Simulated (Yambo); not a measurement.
# InP (F-43m) in Yambo: notebook, part 3 of 3

Yambo 5.3.0. Earlier steps stand in the parts before.

## Step 6: Optical spectrum by the Bethe-Salpeter equation, PBEsol (cell squeezed)

The input, bse2.in:

```
optics
bse
bss
rim_cut
em1s
RandQpts= 1000000
RandGvec= 50 RL
Chimod= "HARTREE"
% BndsRnXs
 1 | 34 |
%
NGsBlkXs= 5 Ry
% LongDrXs
 1 | 0 | 0 |
%
BSKmod= "SEX"
BSEmod= "retarded"
BSSmod= "d"
% BSEQptR
 1 | 1 |
%
% BSEBands
 8 | 11 |
%
BSENGexx= 20 Ry
BSENGBlk= 5 Ry
% BEnRange
 0 | 20 | eV
%
% BDmRange
 0.1 | 0.1 | eV
%
BEnSteps= 200
% BLongDir
 1 | 0 | 0 |
%
BSEprop= "abs"
WRbsWF
% KfnQP_E
 0.42 | 1.0 | 1.0 |
%
```

The input, scf.in:

```
&CONTROL
  calculation = 'scf'
  prefix = 'pwscf'
  outdir = './tmp'
  pseudo_dir = './pseudo'
/
&SYSTEM
  ibrav = 0
  nat = 2
  ntyp = 2
  ecutwfc = 70
  nbnd = 15
  occupations = 'smearing'
  smearing = 'fd'
  degauss = 0.00367493
  force_symmorphic = .true.
/
&ELECTRONS
  conv_thr = 4d-10
  electron_maxstep = 120
  mixing_beta = 0.5
/
ATOMIC_SPECIES
In   114.8180 In.upf
P     30.9738 P.upf
CELL_PARAMETERS angstrom
   0.0000000000    2.8908937935    2.8908937935
   2.8908937935    0.0000000000    2.8908937935
   2.8908937935    2.8908937935    0.0000000000
ATOMIC_POSITIONS crystal
In     0.0000000000    0.0000000000    0.0000000000
P      0.7500000000    0.7500000000    0.7500000000
K_POINTS automatic
8 8 8 0 0 0
```

The input, nscf.in:

```
&CONTROL
  calculation = 'nscf'
  prefix = 'pwscf'
  outdir = './tmp'
  pseudo_dir = './pseudo'
/
&SYSTEM
  ibrav = 0
  nat = 2
  ntyp = 2
  ecutwfc = 70
  nbnd = 159
  occupations = 'fixed'
  force_symmorphic = .true.
/
&ELECTRONS
  conv_thr = 1d-08
  diago_full_acc = .true.
  diago_thr_init = 1d-06
/
ATOMIC_SPECIES
In   114.8180 In.upf
P     30.9738 P.upf
CELL_PARAMETERS angstrom
   0.0000000000    2.8908937935    2.8908937935
   2.8908937935    0.0000000000    2.8908937935
   2.8908937935    2.8908937935    0.0000000000
ATOMIC_POSITIONS crystal
In     0.0000000000    0.0000000000    0.0000000000
P      0.7500000000    0.7500000000    0.7500000000
K_POINTS automatic
4 4 4 0 0 0
```

Potentials or basis: PseudoDojo 0.4.1 SR PBEsol standard.

Run with:

```sh
$ OMP_NUM_THREADS=1 pw.x -in scf.in > scf.out
$ OMP_NUM_THREADS=1 pw.x -in nscf.in > nscf.out
$ cd tmp/pwscf.save; p2y; mv SAVE ../..; cd ../..
$ OMP_NUM_THREADS=1 yambo
$ mkdir -p bse2; ln -s $PWD/g0w00/ndb.RIM bse2/
$ OMP_NUM_THREADS=1 yambo -F bse2.in -J bse2 -C bse2_out
$ OMP_NUM_THREADS=1 ypp -J bse2 -C bse2_out -e s -b 1
```

Yambo's report:

```text
[... sections 02.01 to 02.04 as in the set-up run ...]

  [02.05] Energies & Occupations
  ==============================

  [X] === General ===
  [X] Electronic Temperature                        :  0.000000  0.000000 [eV K]
  [X] Bosonic    Temperature                        :  0.000000  0.000000 [eV K]
  [X] Finite Temperature mode                       : no
  [X] El. density                                   :  0.37252E+24 [cm-3]
  [X] Fermi Level                                   :  7.577919 [eV]

  [X] === Gaps and Widths ===
  [X] Conduction Band Min                           :  0.833143 [eV]
  [X] Valence Band Max                              :  0.000000 [eV]
  [X] Filled Bands                                  :   9
  [X] Empty Bands                                   :   10  159
  [X] Direct Gap                                    :  0.833143 [eV]
  [X] Direct Gap localized at k                     :  1
  [X] Indirect Gap                                  :  0.833143 [eV]
  [X] Indirect Gap between kpts                     :  1  1
  [X] Last valence band width                       :  3.153640 [eV]
  [X] 1st conduction band width                     :  3.368527 [eV]

 [03] Transferred momenta grid and indexing
 ==========================================

 [BZ sampling] Q-grid is User defined and/or read from the database

 IBZ Q-points                                      :   8
 BZ  Q-points                                      :   64

 K/Q-points units:
 rlu = crystal or reduced units; cc = cartesian coordinates; iku = interal k-units

 Q [1]          [rlu]:  0.000000  0.000000  0.000000
 Q [2]          [rlu]: -0.53683E-17 -0.53683E-17  0.25000
 Q [3]          [rlu]:  0.10737E-16  0.10737E-16 -0.50000
 Q [4]          [rlu]:  0.75781E-17  0.25000      0.25000
 Q [5]          [rlu]: -0.59830E-17  0.25000      0.50000
 Q [6]          [rlu]:  0.10737E-16  0.25000     -0.25000
 Q [7]          [rlu]: -0.15156E-16 -0.50000     -0.50000
 Q [8]          [rlu]:  0.250000 -0.500000 -0.250000

  [03.01] X + BSE indexes
  =======================

   [03.01.01] Sigma indexes
   ========================

   [WR./SAVE//ndb.kindx]-----------------------------------------------------------
    Fragmentation                                    : no
    Polarization last K ( bz)                        :   64
    Polarization last K (ibz)                        :   8
    QP states                                        :   1   8
    X grid is uniform                                : yes
    Grids (string)                                   :  X B S
    Grids (int-vector)                               :  1  1  0  1

 [04] Coloumb potential Random Integration (RIM)
 ===============================================

 Summary of Coulomb integrals for non-metallic bands |Q|[au] RIM/Bare

 Q [1] 0.100000E-4 0.997530 * Q [2] 0.249012 1.070250
 Q [4] 0.287534 1.068679 * Q [6] 0.406634 1.029379
 Q [5] 0.476821 1.023658 * Q [3] 0.498023 1.020007
 Q [7] 0.575068 1.016896 * Q [8] 0.642945 1.014068

 [WARNING] [Xs] User bands 1-34 break level degeneracy

 [WARNING] [BS] User bands 8-11 break level degeneracy

 [05] External/Internal QP corrections
 =====================================

 [QP_apply] Action to be applied: USER defined scissor

  [05.01]  QP corrections report
  ==============================

[... 125 lines left out ...]
 [X-CG] R(p) Tot o/o(of R):   3358  14400    100
 [X-CG] R(p) Tot o/o(of R):   2651  14400    100
 [X-CG] R(p) Tot o/o(of R):   1861  14400    100
 [X-CG] R(p) Tot o/o(of R):   2451  14400    100

 [08] Bethe Salpeter Equation driver
 ===================================

  [08.01] Bethe Salpeter Equation @q1
  ===================================

   [08.01.01] Transition pre-analysis @q1
   ======================================

   [08.01.02] Transition Groups build-up @q1
   =========================================

   [BSK] Transition groups (total):   8
   [BSK] Size (resonant):  256
   [BSK]         (total):  256
   [BSK] N. of matrices :  1

   [08.01.03] Loading Dipoles @q1
   ==============================

   [08.01.04] Independent Particles properties @q1
   ===============================================

   [08.01.05] BSE Kernel @q1 (Resonant CORRRELATION EXCHANGE)
   ==========================================================

   [BSE] Exchange components :   537
   [BSE] Correlation components :   65  283

    [08.01.05.01] Screened interaction header I/O
    =============================================

    [08.01.05.02] Main kernel loop
    ==============================

    [WR./bse2//ndb.BS_Q1_CPU_0]-----------------------------------------------------
     Brillouin Zone Q/K grids (IBZ/BZ)                :    8   64    8   64
     RL vectors                                       :   4015 [WF]
     Coulomb cutoff potential                         : none
     Parallel CPUs
     Parallel Roles
     Fragmentation                                    : no
     BS kernel          wavefunctions                 : Perdew, Burke & Ernzerhof SOL(X)+Perdew, Burke & Ernzerhof SOL(C)
     Static diel. fun.  energies                      : Perdew, Burke & Ernzerhof SOL(X)+Perdew, Burke & Ernzerhof SOL(C)
     wavefunctions                                    : Perdew, Burke & Ernzerhof SOL(X)+Perdew, Burke & Ernzerhof SOL(C)
     [K] Identifier                                   :   9573
     [K] Dimension                                    :  256
     [K] Bands                                        :   8  11
     [K] Exchange                                     : yes [res]
     [K] Correlation                                  : yes [res]
     [K] Kernel`s coupling                            : no
     [K] Exchange                                     : no [cpl]
     [K] Correlation                                  : no [cpl]
     [K] W interaction is bare                        : no
     [K] ALDA kernel in R-space                       : no
     [K] RL vectors                                   :   537 [exchange]
     [K] RL vectors                                   :   65 [correlation]
     [K] E/h energy range                             : -1.000000 -1.000000 [eV]
     [K] Coupling range                               :  100.0000  100.0000 [o/o]
     [W] Interaction is diagonal                      : no
     [W] Matrix size                                  :   65
     [W] Bands                                        :    1   34
     [W] e/h energy range                             : -1.000000 -1.000000 [eV]
     [W] Poles                                        :  100.0000 [o/o]
     [W] RL vectors in the sum                        :   4015
     [W] [r,Vnl] included                             : yes
     [W] Field direction                              :  0.100000E-4   0.00000      0.00000
     [W] Coulomb Cutoff                               : none
     [W] Hxc Kernel                                   : HARTREE
     [RIM] RL components                              :   51 [col]
     [RIM] Random points                              :  1000000 [col]
     [SOC] Perturbative SOC                           : no
     [K] Kernel long-range exchange                   : BAR

    [08.01.05.03] Wave-Function Phases
    ==================================

    [BSE] WF phases found       :  50.19531 [o/o]

   [08.01.06] BSE solver(s) @q1
   ============================

   [08.01.07] Diago Solver @q1
   ===========================

   [WR./bse2//ndb.BS_diago_Q1]-----------------------------------------------------
    BS kernel          energies                      : Perdew, Burke & Ernzerhof SOL(X)+Perdew, Burke & Ernzerhof SOL(C)+ user defined corrections @E
    [K] Identifier                                   :   9573
    [K] Dimension                                    :  256
    [K] Bands                                        :   8  11
    [K] Exchange                                     : yes [res]
    [K] Correlation                                  : yes [res]
    [K] Kernel`s coupling                            : no
    [K] Exchange                                     : no [cpl]
    [K] Correlation                                  : no [cpl]
    [K] W interaction is bare                        : no
    [K] ALDA kernel in R-space                       : no
    [K] RL vectors                                   :   537 [exchange]
    [K] RL vectors                                   :   65 [correlation]
    [K] E/h energy range                             : -1.000000 -1.000000 [eV]
    [K] Coupling range                               :  100.0000  100.0000 [o/o]
    [W] Interaction is diagonal                      : no
    [W] Matrix size                                  :   65
    [W] Bands                                        :    1   34
    [W] e/h energy range                             : -1.000000 -1.000000 [eV]
    [W] Poles                                        :  100.0000 [o/o]
    [W] RL vectors in the sum                        :   4015
    [W] [r,Vnl] included                             : yes
    [W] Field direction                              :  0.100000E-4   0.00000      0.00000
    [W] Coulomb Cutoff                               : none
    [W] Hxc Kernel                                   : HARTREE
    [RIM] RL components                              :   51 [col]
    [RIM] Random points                              :  1000000 [col]
    [SOC] Perturbative SOC                           : no
    [K] Kernel long-range exchange                   : BAR
    [BSS] Eigenstates included                       : yes
    [BSS] Field direction                            :  0.100000E-4   0.00000      0.00000
    [BSS] Eigenstates computed                       :  256
    [BSS] Number of BSE matrices                     :  1
```

Run time: 1.7 min. Hardware: 1 thread of Arm Neoverse V2, shared host; peak memory 0.29 GiB.

What came out:

| Property | Result |
| --- | --- |
| Band gap on the k mesh, mean-field level | 0.83 eV, direct |
| Exciton binding energy | 0.06 eV |
| Lowest exciton energy | 1.19 eV |
| Lowest bright exciton energy | 1.19 eV |

Dielectric function (along the field direction of the input):
| energy (eV) | real part | imaginary part |
| --- | --- | --- |
| 0.30 | 24.09 | 0.53 |
| 0.90 | 35.30 | 6.23 |
| 1.61 | 8.34 | 3.94 |
| 2.31 | 33.00 | 7.51 |
| 3.02 | -21.61 | 12.43 |
| 3.62 | 4.39 | 3.11 |
| 4.32 | 4.67 | 41.71 |
| 5.03 | -14.43 | 6.40 |
| 5.73 | -5.02 | 8.93 |
| 6.33 | -6.65 | 2.06 |
| 7.04 | -3.52 | 0.49 |
| 7.74 | -4.33 | 4.99 |
| 8.44 | -2.78 | 1.64 |
| 9.05 | -2.37 | 0.16 |
| 9.75 | -1.60 | 0.08 |
| 10.45 | -1.13 | 0.06 |
| 11.16 | -0.80 | 0.04 |
| 11.76 | -0.58 | 0.03 |
| 12.46 | -0.37 | 0.03 |
| 13.17 | -0.21 | 0.02 |
| 13.87 | -0.07 | 0.02 |
| 14.47 | 0.03 | 0.02 |
| 15.18 | 0.12 | 0.01 |
| 15.88 | 0.21 | 0.01 |
| 16.58 | 0.28 | 0.01 |
| 17.19 | 0.33 | 0.01 |
| 17.89 | 0.39 | 0.01 |
| 18.59 | 0.43 | 0.01 |
| 19.30 | 0.48 | 0.01 |
| 20.00 | 0.52 | 0.01 |

Lowest exciton energies (eV): 1.19, 1.19, 2.69, 2.69, 2.69, 2.74, 2.74, 2.74

Excitons:
```tsv
energy (eV)	strength (relative to the strongest)
1.191	0.34
1.192	0.62
2.686	0.58
2.689	1
2.690	0.19
2.740	3.8e-06
2.740	2e-05
2.741	4.3e-06
2.762	8.8e-06
2.762	1.5e-05
2.791	3.1e-09
2.791	2.6e-07
```

Caveat: the k mesh is coarse (spacing up to 0.47 Å⁻¹), so the values aren't converged; the scissor is the correction of the direct gap in an earlier G0W0 run on the same states; exciton energies and binding change strongly with the k mesh and aren't converged on this one; spectra need much finer meshes, so this one isn't converged; spin-orbit coupling is left out, which moves the levels of the heavy elements. A k mesh can miss the band edges.
